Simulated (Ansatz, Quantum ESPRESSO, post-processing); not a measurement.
# 1 layers of Li in Pt(111), on the host's sites: ballistic transmission, part 4 of 4

How well does the junction conduct in the ballistic limit? It is: 1 layers of Li in Pt(111), on the host's sites.

Quantum ESPRESSO 7.5; plane-wave DFT, PBE, GBRV ultrasoft pseudopotentials; cross-check by Ansatz 0.2.0 with PAW datasets.

So far. Step 3 (Transmission with pwcond.x): The run is unpolarised; a magnetic state was not tried, may lie lower and would change T. Step 3 (Transmission with pwcond.x): At no point does T exceed the number of channels.

### 5. Cross-check with Ansatz

A second code with its own PAW datasets, on the same atoms.

Level of this step: plane-wave DFT, PBE, Ansatz PAW (Ansatz 0.2.0).

Input file input.yaml:

```yaml
crystal:
  lattice:
    - [2.8072139213, 0.0, 0.0]
    - [1.4036069607, 2.4311185697, 0.0]
    - [0.0, 0.0, 48.8239962096]
  atoms:
    - { symbol: Pt, position: [0.0, 0.0, 0.0] }
    - { symbol: Pt, position: [0.333333333, 0.333333333, 0.0469457797] }
    - { symbol: Pt, position: [0.666666667, 0.666666667, 0.0938915593] }
    - { symbol: Pt, position: [0.0, 0.0, 0.140837339] }
    - { symbol: Pt, position: [0.333333333, 0.333333333, 0.1877831187] }
    - { symbol: Pt, position: [0.666666667, 0.666666667, 0.2347288984] }
    - { symbol: Pt, position: [0.0, 0.0, 0.281674678] }
    - { symbol: Pt, position: [0.333333333, 0.333333333, 0.3286204577] }
    - { symbol: Pt, position: [0.666666667, 0.666666667, 0.3755662374] }
    - { symbol: Li, position: [0.0, 0.0, 0.4295813305] }
    - { symbol: Pt, position: [0.333333333, 0.333333333, 0.4835964236] }
    - { symbol: Pt, position: [0.666666667, 0.666666667, 0.5305422033] }
    - { symbol: Pt, position: [0.0, 0.0, 0.577487983] }
    - { symbol: Pt, position: [0.333333333, 0.333333333, 0.6244337626] }
    - { symbol: Pt, position: [0.666666667, 0.666666667, 0.6713795423] }
    - { symbol: Pt, position: [0.0, 0.0, 0.718325322] }
    - { symbol: Pt, position: [0.333333333, 0.333333333, 0.7652711016] }
    - { symbol: Pt, position: [0.666666667, 0.666666667, 0.8122168813] }
    - { symbol: Pt, position: [0.0, 0.0, 0.859162661] }
    - { symbol: Pt, position: [0.333333333, 0.333333333, 0.9061084407] }
    - { symbol: Pt, position: [0.666666667, 0.666666667, 0.9530542203] }
kpoints:
  mp_grid: { grid: [10, 10, 1] }
hamiltonian:
  xc: pbe
scf:
  occupations: { method: fermi_dirac, width: 0.1 }
  convergence: { dr2_threshold: 1.0e-08 }
output:
  transmission: { leads: [[0, 3]], e_range: [-0.4, 0.4], de: 0.4, kmesh: [8, 8] }
  write_potential: true
  write_density: true
  volumetric_format: npy
```

Run with:

```
$ ansatz run input.yaml --threads 8 --pin off --max-ram 16384MiB --backend cpu --events-out ev --progress --plain --runs-dir out
```

Numbers of over 12 decimals in the logs are rounded to 6 here.

Log:

```text
Engine: ansatz 0.2.0, aarch64-unknown-linux-gnu
Pseudopotentials: kind: paw
Pseudopotential: Pt, paw, valence charge 18, recommended cutoff 420 eV (normal), Pt.paw.azcp
Pseudopotential: Li, paw, valence charge 3, recommended cutoff 420 eV (normal), Li.paw.azcp
Functional definition: PBE
  parameter kappa = 0.804
  parameter beta = 0.066725
  exchange = pbe_x(kappa = kappa, mu = beta*pi^2/3)
  correlation = pbe_c(beta = beta)
Crystal: 21 atoms, lattice volume = 333.208 Å³
Basis set: ecut = 420 eV, 6583 PW (Γ)
Bands: 218, of which v1, the nominal top of the filled ones, is band 182 counted from 1 (181 counted from 0)
Symmetry: 12 space group operations
Space group: P-3m1 (ITA 164), of the structure as read, at distance tolerance 6.9e-5 Å
k-points: 14 of 100
Non-local potential: Pt, projectors of the file, l = 0: 3, l = 1: 2, l = 2: 2, l = 3: 1
Non-local potential: Li, projectors of the file, l = 0: 3, l = 1: 2, l = 2: 1
PAW form: soft (Blöchl's): semilocal exchange-correlation on the pseudo side does not see the compensation charge
PAW one-centre angular grid: Pt, 590 points (default); XC on 64 Gauss nodes
PAW one-centre angular grid: Li, 110 points (default); XC on 64 Gauss nodes
Initial density: superposition of atomic densities (neutral atoms: chi_scale 0, normalization atom), corrected by the library's trained network
Initial wavefunctions: pseudopotential atomic-orbital guess
Functional: x = pbe(κ = 0.804, μ = 0.219515), c = pbe(β = 0.066725)
SCF iter   1: F=—  HF=-250665.898485 eV  |F-HF|=—  |Δ(HF+E_count)|=         —  Δρ=9.14e-3  dr2=3.56e1  ethr=1.77e-3  ⟨swp⟩=5.0  Hψ=9666  notcnv=0  defer=154
preconditioner: auto → LDOS  [metal: Δε(μ)=0.017 eV  Ē_g=8.236 eV  σ=0.100 eV  W_gap=0.04  n_scr=132 (ndim 8)  ℏωp=28.8 eV  f_vac=0.018  D(μ)=35.51/eV (n_scr^D=398)  β→1.0]
SCF iter   2: F=—  HF=-250665.858582 eV  |F-HF|=—  |Δ(HF+E_count)|=   3.99e-2  Δρ=2.43e-3  dr2=1.09e-1  ethr=1.77e-3  ⟨swp⟩=1.1  Hψ=3520  notcnv=0  defer=151
SCF iter   3: F=—  HF=-250665.858760 eV  |F-HF|=—  |Δ(HF+E_count)|=   1.78e-4  Δρ=1.78e-3  dr2=5.09e-2  ethr=3.02e-5  ⟨swp⟩=2.0  Hψ=4399  notcnv=0  defer=159
SCF iter   4: F=—  HF=-250665.851944 eV  |F-HF|=—  |Δ(HF+E_count)|=   6.82e-3  Δρ=2.75e-4  dr2=3.24e-3  ethr=1.40e-5  ⟨swp⟩=2.0  Hψ=4280  notcnv=0  defer=159
SCF iter   5: F=—  HF=-250665.851895 eV  |F-HF|=—  |Δ(HF+E_count)|=   4.89e-5  Δρ=1.64e-4  dr2=5.59e-4  ethr=8.92e-7  ⟨swp⟩=1.1  Hψ=2855  notcnv=0  defer=159
SCF iter   6: F=—  HF=-250665.851877 eV  |F-HF|=—  |Δ(HF+E_count)|=   1.86e-5  Δρ=5.87e-5  dr2=9.73e-5  ethr=1.54e-7  ⟨swp⟩=1.1  Hψ=2834  notcnv=0  defer=159
SCF iter   7: F=—  HF=-250665.851879 eV  |F-HF|=—  |Δ(HF+E_count)|=   1.86e-6  Δρ=2.56e-5  dr2=8.59e-6  ethr=2.68e-8  ⟨swp⟩=1.0  Hψ=2832  notcnv=0  defer=159
SCF iter   8: F=—  HF=-250665.852194 eV  |F-HF|=—  |Δ(HF+E_count)|=   3.15e-4  Δρ=1.13e-5  dr2=1.75e-6  ethr=2.37e-9  ⟨swp⟩=1.0  Hψ=3004  notcnv=0  defer=155
SCF iter   9: F=—  HF=-250665.852194 eV  |F-HF|=—  |Δ(HF+E_count)|=   5.80e-8  Δρ=3.66e-6  dr2=1.87e-7  ethr=4.81e-10  ⟨swp⟩=1.0  Hψ=2832  notcnv=0  defer=155
SCF iter  10: F=—  HF=-250665.852194 eV  |F-HF|=—  |Δ(HF+E_count)|=   9.87e-9  Δρ=1.63e-6  dr2=2.76e-8  ethr=5.16e-11  ⟨swp⟩=1.2  Hψ=2837  notcnv=0  defer=155
SCF iter  11: F=-250665.852194 eV  HF=-250665.852194 eV  |F-HF|=5.30e-9  |Δ(HF+E_count)|=  9.31e-10  Δρ=5.64e-7  dr2=5.46e-9  ethr=2.75e-12  ⟨swp⟩=8.9  Hψ=8295  notcnv=0
SCF 1 converged in 11 iterations: F = -250665.852194 eV  dr2 = 5.46e-9
  greatest PAW one-centre occupation: 1.000 electrons in one spin orbital (limit 2), on the Pt atom at site 12 (counted from 0), in its partial waves of l = 0
transmission: 90 of 860 steps passed
transmission: 172 of 860 steps passed
[...]
transmission: 860 of 860 steps passed
SCF converged after 11 iterations
Free energy (F): -250665.852194 eV
Harris-Foulkes:  -250665.852194 eV  (|F-HF|=5.30e-9)
Internal energy: -250664.704310 eV  (E = F + TS)
E sigma→0 (E₀):  -250665.278252 eV
Entropy (-TS):   -1.147884 eV (-54.661 meV/atom)
Fermi energy:    20.940510 eV
--- Per-component energies (eV) ---
  E_band       = -3413.350782
  E_kinetic    = 12759.354402
  E_local      = -70955.190002  (includes V_loc(G=0)·N_el)
  E_nonlocal   = 3963.553765
  E_hartree    = 31330.558888
  E_xc         = -5240.911408
  E_vxc        = -6063.297281  (∫ρ·V_xc dr)
  E_paw        = -189099.137238  (= ΣΔE_a)
  E_vpaw       = -5778.885682  (= ΣTr[D̂ρ^β])
  E_aug_tail   = 0.004069  (compensation charges beyond the density's cutoff)
  E_ewald      = -33422.936785
  E_smearing   = -1.147884  (= −TS)
  E_closure    = 0.000000  (closes the sum)
  Σ components = -250665.852194   (vs F -250665.852194, Δ=0.00e0)
--- Band table (eV; the first three rows and the last of 14) ---
  k-point 0: bands = [... 178 lower, 19.7260, 19.7260, 19.7468, 19.8142, 19.8879, 19.8879, 20.0637, 20.0637, ... 32 higher]
  k-point 1: bands = [... 178 lower, 19.5869, 19.6677, 19.6929, 19.7826, 19.8486, 19.9285, 20.0950, 20.1033, ... 32 higher]
  k-point 2: bands = [... 178 lower, 19.8009, 19.8082, 19.8909, 20.0053, 20.1414, 20.1506, 20.3173, 20.3615, ... 32 higher]
  k-point 13: bands = [... 178 lower, 20.9241, 21.0068, 21.0579, 23.6807, 24.1579, 24.2095, 24.3207, 24.4289, ... 32 higher]
--- Transmission ---
  basis      : 61 plane waves across, 86 finite elements along
  points     : 10, standing for a mesh of 8 x 8
  energies   : 3 from -0.400000 to 0.400000 eV about the Fermi level, 0.400000 eV apart; the leads are filled to 0.000000 eV, and channels, transmission and decay are at 0.000000 eV
  crystal 0  : Pt3, at the sites [0, 3], period 6.8762 Å, over 45.84 Å; its Hamiltonian steps by up to 1.7 meV
    offset         : up to 0.0000 Å between an atom of the period and one for which it stands
    channels       : 2.140625e0 a spin
    conductance    : none, the energies end too early or step too widely for 300 K: set another output.transmission.e_range or a lower de, or, where they end at an eighth of basis.ecutwfc, a higher one
  junction   : crystal 0 to crystal 0, -2.74 to 39.21 Å
    transmission   : 1.640779e-1 a spin
    conductance    : none, the energies end too early or step too widely for 300 K: set another output.transmission.e_range or a lower de, or, where they end at an eighth of basis.ecutwfc, a higher one
```

It took 25 s on 8 threads of Arm Neoverse N1, shared host; peak memory 2.8 GiB; 3.1 min of CPU time.

Numbers from this step:

- free energy: -250665.8522 eV
- energy at zero smearing: -250665.2783 eV
- smearing term TS: 1.148 eV
- Fermi energy: 20.94 eV
- symmetry operations: 12
- transmission at the Fermi level, one spin: 0.1641
- step of the lead's Hamiltonian over a period: 1.7 meV

Per spin; mean over the k mesh across the current. The transmission, zone mean by energy, zero at the Fermi level:

| energy (eV) | transmission, zone mean |
| --- | --- |
| -0.400 | 0.207 |
| 0.000 | 0.164 |
| 0.400 | 0.254 |

Per spin; mean over the k mesh across the current. The open channels, zone mean by energy, zero at the Fermi level:

```csv
energy (eV),"open channels, zone mean"
-0.400,2.06
0.000,2.14
0.400,0.984
```

Ansatz finds T = 0.164 against pwcond's 0.164.

### 6. All levels side by side

All levels:

```csv
step,T at the Fermi level (per spin),conductance (G0),r.m.s. T(E) from the first,CPU time of the step (s),peak memory (GiB)
Ansatz,0.1641,-,0,187.2,2.827
pwcond,0.1644,0.1644,0.001835,593.2,0.62
"pwcond, changed setting",0.1702,0.1702,0.004436,318.1,0.57
```

Per spin; mean over the k mesh across the current. The transmission, zone mean by energy, zero at the Fermi level:

```csv
energy (eV),Ansatz,pwcond,"pwcond, changed setting"
-0.400,0.207,0.210,0.212
0.000,0.164,0.164,0.170
0.400,0.254,0.254,0.254
```

### 7. A check by hand

The Landauer sum over the mesh, Σ w T = 0.0938 × 0.362 + 0.1875 × 0.168 + 0.0938 × 0.319 + … = 0.1644.

G = 0.164 × 77.48 µS = 12.7 µS a cell. Times the area of 6.825 Å², the resistance-area product is A/G = 5.36 fΩ m², the leads' contact resistance included.

### 8. Summary of results

```
conductance from T at the Fermi level, a cell (G₀ = 2e²/h) : 0.164 G₀
conductance per area                                       : 187 S/μm²
lead channels per spin                                     : 2.14
the same conductance by Ansatz                             : 0.164 G₀
```

What this shows: The junction conducts 0.164 G₀ a cell at the Fermi level (PBE, GBRV ultrasoft). At the Fermi level the junction passes 7.7 % of what the leads offer. At the Fermi level pwcond and Ansatz differ by 0.22 %, a close match. The mean rests on 10 distinct points, the heaviest weighing 0.19, and the mesh was not tested, so even the second digit is unsure. Over -0.4 to 0.4 eV, T lies between 0.16 and 0.25 per spin. The geometry is as built, not relaxed, and the leads are short. Spin-orbit coupling is left out; depending on the atoms that carry the levels of interest, it can split and shift them by tenths of an eV to an eV or more.

[Logs are printed without paths, hosts, clocks, repeated set-up lines and the standing remarks that a program may print on its own settings, such as how far it seeks lower states.]

[Hosts, paths, dates, database ids (printed as entryN), source tags and the programs' standing remarks are cut or masked in the printed files.]

[Maps of the electrostatic potential energy from Ansatz leave out the sawtooth potential of an applied field or a dipole correction, so their vacuum need not be flat; planar profiles and work functions include it.]
